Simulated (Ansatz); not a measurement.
GaP (zincblende), relaxed with r2SCAN in Ansatz: the symmetry is F-43m (No. 216, cubic); conventional cell a = 5.451 Å, 20.24 Å³ an atom. Around Ga lie 4 P at 2.36 Å; around P lie 4 Ga at 2.36 Å. The cell was then strained (x, y and z are the cube axes), with the atoms relaxed again; stress is positive in compression. (Simulation; spin polarisation is off.)

- Uniaxial -1.0 % along x, other directions held: r2SCAN's stress changes by +1.44 GPa along the strain and +0.63 GPa across it.
- Isotropic -1.0 % on every length: the pressure changes by +2.83 GPa.
- Epitaxial strain of -1.0 % in the (001) plane: the free normal strain is +0.86 % and the in-plane stress changes by +1.56 GPa.
- In that film r2SCAN's threefold valence top at Γ splits as 2+1 from the top, by 0.116 eV.
- Uniaxial strain of -1.5 % along [111], atoms relaxed: the xy stress changes by +0.747 GPa.

**Estimate C₁₁, C₁₂ and the bulk modulus from the uniaxial step.** With compression positive, C₁₁ ≈ −Δσ∥/ε = (-1.44)/(-0.0100) = 144 GPa and C₁₂ ≈ (-0.63)/(-0.0100) = 63 GPa; B = (C₁₁ + 2C₁₂)/3 = 90 GPa. A one-sided step carries third-order terms: it reads high by some per cent.

**What bulk modulus does the isotropic step give?** Δ ln V = 3 ln(0.9900) = -0.0302, so B ≈ −ΔP/Δ ln V = 94 GPa, against 90 GPa from C₁₁ and C₁₂; one-sided steps of finite size carry third-order terms.

**What do the film's normal strain and stress say about the elastic constants?** ε⊥/ε∥ = (+0.0086)/(-0.0100) = -0.86, which linear elasticity sets to −2C₁₂/C₁₁ = -0.88 from the uniaxial step. The biaxial modulus is M = −Δσ/ε∥ = 156 GPa (C₁₁ + C₁₂ − 2C₁₂²/C₁₁ = 152 GPa).

**How much elastic energy does the film store, with 20.24 Å³ an atom?** u = M ε∥² = −Δσ ε∥ = -1.56 × (-0.0100) = 0.0156 GPa, and 1 GPa Å³ is 6.2415 meV: 1.97 meV an atom. The total energies of the two runs differ by 2.00 meV an atom.

**Extract the shear deformation potential b.** Without spin-orbit coupling the splitting is 3|b| |ε_zz − ε_xx| = 3|b| × 0.0186, so |b| = 0.116/0.0558 = 2.08 eV.

**Estimate C₄₄.** A strain ε along [111] has ε_xy = ε/3 = -0.00500, an engineering shear of 2ε/3, so C₄₄ ≈ −Δσ_xy/(2ε/3) = 75 GPa, atoms relaxed.

Where an edge lies off the special points, it is a point of the mesh or the k point where a search put PBE's edge or least direct gap, reused for the other functionals, whose own edges may lie a little apart.
